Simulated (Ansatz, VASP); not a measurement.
**GaN in VASP and in Ansatz**

```xyz
2
Lattice="0.0022 2.2548 2.2486 2.2333 0.0132 2.2375 2.2350 2.2455 0.0115" Properties=species:S:1:pos:R:3 pbc="T T T"
Ga    0.0327    0.0766   -0.0536
N     3.3201    3.3085    3.4269
```

Change from the starting cell: all atoms moved at random, cell strained at random.

Alike in both runs: task single point; functional PBEsol; k mesh 10 × 10 × 10; occupations gaussian, width 0.02 eV; no spin polarisation.

|  | VASP | Ansatz |
| --- | --- | --- |
| version | VASP 6.6.1 | Ansatz 0.2.0 |
| potentials or method | VASP PAW PBE potentials, release 64 (Ga_d, N) | scalar-relativistic, plane waves, PAW |
| plane-wave cutoff (eV) | 520 | 420 |
| valence electrons in the cell | 18 | 18 |

```tsv
	VASP	Ansatz	Ansatz less VASP
gap on the k mesh at the Fermi level (eV)	1.57	1.55	-0.016
least direct gap on the mesh (eV)	1.57	1.55	-0.016
pressure (GPa)	8.3	8.7	+0.38
largest component of the traceless stress (GPa)	13.47	13.83	+0.368
rms of the force components (eV/Å)	2.263	2.304	+0.0413
```

Atom by atom the forces differ by 0.041 eV/Å (rms over components).

Caveats: the PAW data sets were made with another functional, which shifts forces and pressure a little (VASP).
